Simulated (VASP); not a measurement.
**V under changes of volume**

One of the cells (13.882 Å³/atom); the others are scaled copies at fixed shape and fractional positions:

```
V
1.0
     0.00000    1.90755    1.90755
     1.90755    0.00000    1.90755
     1.90755    1.90755    0.00000
V
1
Direct
  0.00000 0.00000 0.00000
```

This isn't the form of V at room conditions, which is bcc.

- Program: VASP 6.6.1
- Functional: PBE
- Potentials or basis: VASP PAW PBE potentials, release 64 (V_sv)
- Cutoff: 520 eV
- k mesh: 12 × 12 × 12
- Occupations: fermi-dirac, width 0.05 eV
- Spin: collinear spin, ferromagnetic start
- Starting moments: [2.0] μB

| volume (Å³/atom) | energy over the lowest point (meV/atom) | pressure (GPa) |
| --- | --- | --- |
| 12.793 | 56.52 | 17.4 |
| 13.066 | ? | ? |
| 13.338 | 13.70 | 8.1 |
| 13.882 | 0.00 | 0.4 |
| 14.154 | 2.41 | -3.0 |
| 14.427 | 10.24 | -6.0 |

What does the run at 13.066 Å³/atom give?

Energy over the lowest point 31.11 meV/atom; pressure 12.5 GPa.

Worked out: A Birch-Murnaghan fit of order 3 (a polynomial in V^(-2/3)) to the other rows has its minimum at 13.90 Å³/atom with B0 = V·E''(V) = 178 GPa and B' = 3.9. It gives 31.06 meV/atom at 13.066 Å³/atom, against the run's 31.11, and -dE/dV = 12.5 GPa, against 12.5.

Energies are extrapolated to zero smearing.
